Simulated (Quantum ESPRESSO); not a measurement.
## MgS under changes of volume

One of the cells (22.740 Å³/atom); the others are scaled copies at fixed shape and fractional positions:

```
CELL_PARAMETERS angstrom
0.00000 2.83312 2.83312
2.83312 0.00000 2.83312
2.83312 2.83312 0.00000
ATOMIC_POSITIONS crystal
S 0.25000 0.25000 0.25000
Mg 0.00000 0.00000 0.00000
```

The cell comes from a database or a generator and needn't be the stable form of this composition.

| Quantity | Value |
| --- | --- |
| Program | Quantum ESPRESSO 7.5 |
| Functional | PBEsol |
| Potentials or basis | GBRV 1.5 PBEsol |
| Cutoff | 612 eV |
| Density cutoff | 4898 eV |
| k mesh | 8 × 8 × 8 |
| Occupations | fermi-dirac, width 0.05 eV |
| Spin | no spin polarisation |

```tsv
volume (Å³/atom)	energy over the lowest point (meV/atom)	pressure (GPa)	gap on the mesh (eV)
21.376	?	?	?
21.831	4.01	1.9	3.48
22.285	0.25	0.6	3.38
22.740	0.00	-0.5	3.28
23.195	2.92	-1.6	3.19
23.650	8.70	-2.6	3.10
24.105	17.07	-3.4	3.01
```

**Question.** What does the run at 21.376 Å³/atom give?

**Answer.** Energy over the lowest point 11.65 meV/atom; pressure 3.4 GPa; gap on the mesh 3.59 eV.

Worked out: A Birch-Murnaghan fit of order 3 (a polynomial in V^(-2/3)) to the other rows has its minimum at 22.54 Å³/atom with B0 = V·E''(V) = 58 GPa and B' = 4.1. It gives 11.67 meV/atom at 21.376 Å³/atom, against the run's 11.65, and -dE/dV = 3.4 GPa, against 3.4. A straight line through the other rows of the gap, of slope -4.73 eV per unit of ln V (its deformation potential), extrapolates to 3.58 eV, against the run's 3.59.

Energies are extrapolated to zero smearing.

A mesh can miss the band edges.
